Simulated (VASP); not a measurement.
# InP (F-43m) in VASP: settings compared, part 2 of 3

VASP 6.6.1.

### Step 3. Single point, r2SCAN+D3(BJ)

This run uses another cell than the first one, of 25.42 Å³/atom, 0.907 times its volume.

POSCAR reads:

```
InP
1.0
    0.0000000000      2.9402070281      2.9402070281
    2.9402070281      0.0000000000      2.9402070281
    2.9402070281      2.9402070281      0.0000000000
In P
1 1
Direct
    0.0000000000      0.0000000000      0.0000000000
    0.7500000000      0.7500000000      0.7500000000
```

INCAR.step1 reads:

```
  ALGO = Normal
  EDIFF = 1E-4
  ENCUT = 520
  GGA = PE
  ISMEAR = -1
  LASPH = True
  LCHARG = False
  LREAL = False
  LWAVE = True
  NBANDS = 16
  NELM = 80
  PREC = Accurate
  SIGMA = 0.05
```

INCAR.step2 reads:

```
  ALGO = Normal
  EDIFF = 1E-7
  ENCUT = 520
  ISIF = 2
  ISMEAR = -1
  ISTART = 1
  IVDW = 12
  LASPH = True
  LCHARG = False
  LMIXTAU = True
  LREAL = False
  LWAVE = False
  METAGGA = R2SCAN
  NBANDS = 16
  NELM = 80
  PREC = Accurate
  SIGMA = 0.05
  VDW_A1 = 0.49484001
  VDW_A2 = 5.73083694
  VDW_S6 = 1.0
  VDW_S8 = 0.78981345
```

KPOINTS reads:

```
k-points
0
Gamma
  8 8 8
```

Potentials or basis: VASP PAW PBE potentials, release 64 (In_d, P).

Run with:

```
$ cat potpaw_PBE.64/In_d/POTCAR potpaw_PBE.64/P/POTCAR > POTCAR
$ cp INCAR.step1 INCAR
$ mpirun -np 1 vasp_std > vasp.out
$ cp INCAR.step2 INCAR
$ mpirun -np 1 vasp_std > vasp.out
```

OUTCAR:

```text
EDIFF = 1E-7
   ENCUT = 520
   ISIF = 2
   ISMEAR = -1
   ISTART = 1
   IVDW = 12
   LASPH = True
   LREAL = False
   METAGGA = R2SCAN
   NELM = 80
   PREC = Accurate
 IVDW          = 12

 ion  position               nearest neighbor table
   1  0.000  0.000  0.000-   2 2.55   2 2.55   2 2.55   2 2.55
   2  0.750  0.750  0.750-   1 2.55   1 2.55   1 2.55   1 2.55

  LATTYP: Found a face centered cubic cell.
 ALAT       =     5.8804140562

  Lattice vectors:

[... 642 lines left out ...]
------------------------ aborting loop because EDIFF is reached ----------------------------------------

 Edisp (eV)   -0.29782

 E8    (eV) :    -0.1047

  FORCE on cell =-STRESS in cart. coord.  units (eV):
  Direction    XX          YY          ZZ          XY          YZ          ZX
  --------------------------------------------------------------------------------------
  -------------------------------------------------------------------------------------
  Total      -0.03625    -0.03625    -0.03625     0.00000    -0.00000     0.00000
  in kB      -1.14237    -1.14237    -1.14237     0.00000    -0.00000     0.00000
  external pressure =       -1.14 kB  Pullay stress =        0.00 kB

 VOLUME and BASIS-vectors are now :
 -----------------------------------------------------------------------------
  energy-cutoff  :      520.00
  volume of cell :       50.84
      direct lattice vectors                 reciprocal lattice vectors
     0.000000000  2.940207028  2.940207028    -0.170056052  0.170056052  0.170056052
     2.940207028  0.000000000  2.940207028     0.170056052 -0.170056052  0.170056052
     2.940207028  2.940207028  0.000000000     0.170056052  0.170056052 -0.170056052

 POSITION                                       TOTAL-FORCE (eV/Angst)
 -----------------------------------------------------------------------------------
      0.00000      0.00000      0.00000        -0.000000     -0.000000     -0.000000
      4.41031      4.41031      4.41031         0.000000      0.000000      0.000000
 -----------------------------------------------------------------------------------
    total drift:                                0.000002      0.000002      0.000002

  FREE ENERGIE OF THE ION-ELECTRON SYSTEM (eV)
  ---------------------------------------------------
  free  energy   TOTEN  =       -32.5933942081 eV

  energy  without entropy=      -32.5933940734  energy(sigma->0) =      -32.59339414
```

Run time: 58 s. Hardware: 1 thread of Intel Xeon 6975P-C, shared host; peak memory 0.2 GiB.

What came out:

* Free energy: -32.5934 eV
* Pressure: -0.1 GPa
* Band gap on the k mesh: 1.11 eV, direct
* Dispersion energy per atom: -0.149 eV

Caveat: the PAW data sets were made with another functional, which shifts forces and pressure a little; spin-orbit coupling is left out, which moves the levels of the heavy elements.

### Step 4. Relaxation of cell and atoms, PBE+D3(BJ)

This run uses another cell than the first one, of 25.17 Å³/atom, 0.898 times its volume.

INCAR reads:

```
  PREC = Accurate
  ENCUT = 600
  EDIFF = 1E-6
  ISMEAR = -1
  SIGMA = 0.05
  LREAL = F
  LASPH = T
  NELM = 100
  ALGO = Normal
  ISIF = 3
  LWAVE = F
  LCHARG = F
  GGA = PE
  IVDW = 12
  IBRION = 2
  NSW = 60
  EDIFFG = -0.01
```

KPOINTS reads:

```
regular mesh
0
Gamma
  8 8 8
```

POSCAR reads:

```
InP
1.0
    0.0000000000      2.9305000000      2.9305000000
    2.9305000000      0.0000000000      2.9305000000
    2.9305000000      2.9305000000      0.0000000000
In P
1 1
Direct
    0.0000000000      0.0000000000      0.0000000000
    0.7500000000      0.7500000000      0.7500000000
```

Potentials or basis: VASP PAW PBE potentials, release 64 (In_d, P).

Run with:

```
$ cat potpaw_PBE.64/In_d/POTCAR potpaw_PBE.64/P/POTCAR > POTCAR
$ mpirun -np 1 vasp_std > vasp.out
```

OUTCAR:

```text
PREC = Accurate
   ENCUT = 600
   EDIFF = 1E-6
   ISMEAR = -1
   LREAL = F
   LASPH = T
   NELM = 100
   ISIF = 3
   GGA = PE
   IVDW = 12
   IBRION = 2
   NSW = 60
   EDIFFG = -0.01
 IVDW          = 12

 ion  position               nearest neighbor table
   1  0.000  0.000  0.000-   2 2.54   2 2.54   2 2.54   2 2.54
   2  0.750  0.750  0.750-   1 2.54   1 2.54   1 2.54   1 2.54

  LATTYP: Found a face centered cubic cell.
 ALAT       =     5.8610000000

  Lattice vectors:

 A1 = (   0.0000000000,   2.9305000000,   2.9305000000)
 A2 = (   2.9305000000,   0.0000000000,   2.9305000000)
 A3 = (   2.9305000000,   2.9305000000,   0.0000000000)

Analysis of symmetry for initial positions (statically):
=====================================================================
 Subroutine PRICEL returns:
 Original cell was already a primitive cell.

 Routine SETGRP: Setting up the symmetry group for a
 face centered cubic supercell.

 Subroutine GETGRP returns: Found 24 space group operations
 (whereof 24 operations were pure point group operations)
 out of a pool of 48 trial point group operations.

The static configuration has the point symmetry T_d .

Analysis of symmetry for dynamics (positions and initial velocities):
=====================================================================
 Subroutine PRICEL returns:
 Original cell was already a primitive cell.

 Routine SETGRP: Setting up the symmetry group for a
 face centered cubic supercell.

 Subroutine GETGRP returns: Found 24 space group operations
 (whereof 24 operations were pure point group operations)
 out of a pool of 48 trial point group operations.

The dynamic configuration has the point symmetry T_d .

 Subroutine INISYM returns: Found 24 space group operations
 (whereof 24 operations are pure point group operations),
 and found     1 'primitive' translations

----------------------------------------------------------------------------------------

                                     Primitive cell

  volume of cell :      50.3333

  direct lattice vectors                    reciprocal lattice vectors
     0.000000000  2.930500000  2.930500000    -0.170619348  0.170619348  0.170619348
[... 103 lines left out ...]
   IALGO  =     38    algorithm
   IMIX   =      4    mixing-type and parameters
     AMIX     =   0.40;   BMIX     =  1.00
     AMIX_MAG =   1.60;   BMIX_MAG =  1.00
  volume/ion in A,a.u.               =      25.17       169.83
  Fermi-wavevector in a.u.,A,eV,Ry     =   1.162021  2.195901 18.371846  1.350293
  Thomas-Fermi vector in A             =   2.298587
   LORBIT       =      0    0 simple, 1 ext, 2 COOP (PROOUT), +10 PAW based schemes
   GGA     = PE    functional components
   LHFCALC =     F    Hartree Fock is set to
   AEXX    =    0.0000 exact exchange contribution
   IVDW    =    12    specifies the selected vdW correction
   LEPSILON=     F    determine dielectric tensor
   LRPA    =     F    only Hartree local field effects (RPA)
 conjugate gradient relaxation of ions
 non-spin polarized calculation
  energy-cutoff  :      600.00
  volume of cell :       50.33
 maximum number of plane-waves:      1700
 NGX is ok and might be reduce to    36
   NGX = 17   NGY = 17   NGZ = 17

--------------------------------------- Ionic step        1  -------------------------------------------

 number of electron      17.9999998 magnetization

 Free energy of the ion-electron system (eV)
  ---------------------------------------------------
  ext. energy  EPLUGINS =         0.00000000
  ---------------------------------------------------
  free energy    TOTEN  =        -8.38087498 eV

  energy without entropy =       -8.38087003  energy(sigma->0) =       -8.38087251

------------------------ aborting loop because EDIFF is reached ----------------------------------------

 Edisp (eV)   -0.62732

 E8    (eV) :    -0.2789
[... 71 lines left out ...]
--------------------------------------- Ionic step        3  -------------------------------------------

 number of electron      17.9999998 magnetization

 Free energy of the ion-electron system (eV)
  ---------------------------------------------------
  ext. energy  EPLUGINS =         0.00000000
  ---------------------------------------------------
  free energy    TOTEN  =        -8.39481082 eV

  energy without entropy =       -8.39479998  energy(sigma->0) =       -8.39480540

 E-fermi :   5.3569     XC(G=0):  -9.2108

 val. band max:        5.0134197135   @ k =   0.0000   0.0000   0.0000
 cond. band min:       5.6369347751   @ k =   0.0000   0.0000   0.0000
 fundamental gap:      0.6235150616
 Fermi energy:         5.3569193356

 k-point     1 :       0.0000    0.0000    0.0000
  band No.  band energies     occupation
      1      -9.1415      2.00000
      2      -9.1415      2.00000
      3      -9.1415      2.00000
      4      -8.9975      2.00000
      5      -8.9975      2.00000
      6      -6.3939      2.00000
      7       5.0134      1.99793
      8       5.0134      1.99793
      9       5.0134      1.99793
     10       5.6369      0.00737
     11       9.1054      0.00000
     12       9.1054      0.00000
     13       9.1054      0.00000
[... 354 lines left out ...]
  band No.  band energies     occupation
      1      -9.2666      2.00000
      2      -9.0955      2.00000
      3      -9.0766      2.00000
      4      -9.0024      2.00000
      5      -8.9851      2.00000
      6      -4.4143      2.00000
      7      -0.4546      2.00000
      8       2.3776      2.00000
      9       3.4222      2.00000
     10       8.1378      0.00000
     11       9.2057      0.00000
     12      10.8593      0.00000
     13      12.1956      0.00000

 [... further k-points ...]

------------------------ aborting loop because EDIFF is reached ----------------------------------------

 Edisp (eV)   -0.61615

 E8    (eV) :    -0.2739
[... 25 lines left out ...]
  FREE ENERGIE OF THE ION-ELECTRON SYSTEM (eV)
  ---------------------------------------------------
  free  energy   TOTEN  =        -9.0109612404 eV

  energy  without entropy=       -9.0109504007  energy(sigma->0) =       -9.01095582

 reached required accuracy - stopping structural energy minimisation
```

CONTCAR:

```text
InP
   1.00000000000000
     0.0000000000000000    2.9463771523026541    2.9463771523026541
     2.9463771523026541   -0.0000000000000000    2.9463771523026541
     2.9463771523026541    2.9463771523026541    0.0000000000000000
  In              P
     1     1
Direct
     0.0000000000000000    0.0000000000000000    0.0000000000000000
     0.7500000000000000    0.7500000000000000    0.7500000000000000

  0.00000000E+00  0.00000000E+00  0.00000000E+00
  0.00000000E+00  0.00000000E+00  0.00000000E+00
```

Wall time 44 s (1 thread of Intel Xeon 6975P-C, shared host); peak memory 0.23 GiB.

What came out:

- Free energy: -9.0110 eV
- Relaxed volume: 25.58 Å³/atom
- Relaxed cell: a = 4.167 Å, b = 4.167 Å, c = 4.167 Å, α = 60.00°, β = 60.00°, γ = 60.00°
- Space group after relaxing (to 0.05 Å): F-43m (No. 216)
- Energy gained by relaxing: 1.4 meV/atom
- Ionic steps: 3
- Pressure after relaxing: 0.0 GPa
- Band gap on the k mesh: 0.62 eV, direct
- Dispersion energy per atom: -0.308 eV

The path:
```
step  energy change (eV)  largest force (eV/Å)  pressure (GPa)  volume (Å³)
   1              0.0000                0.0000            1.09        50.33
   2             -0.0020                0.0000           -0.54        51.59
   3             -0.0028                0.0000            0.01        51.16
```

Final structure:
```
CELL_PARAMETERS angstrom
0.00000 2.94638 2.94638
2.94638 0.00000 2.94638
2.94638 2.94638 0.00000
ATOMIC_POSITIONS crystal
In 0.00000 0.00000 0.00000
P 0.75000 0.75000 0.75000
```

Caveat: spin-orbit coupling is left out, which moves the levels of the heavy elements. Expect the measured gap to be larger: semilocal functionals such as PBE lack the derivative discontinuity.

(Part 2 of 3 ends here.)
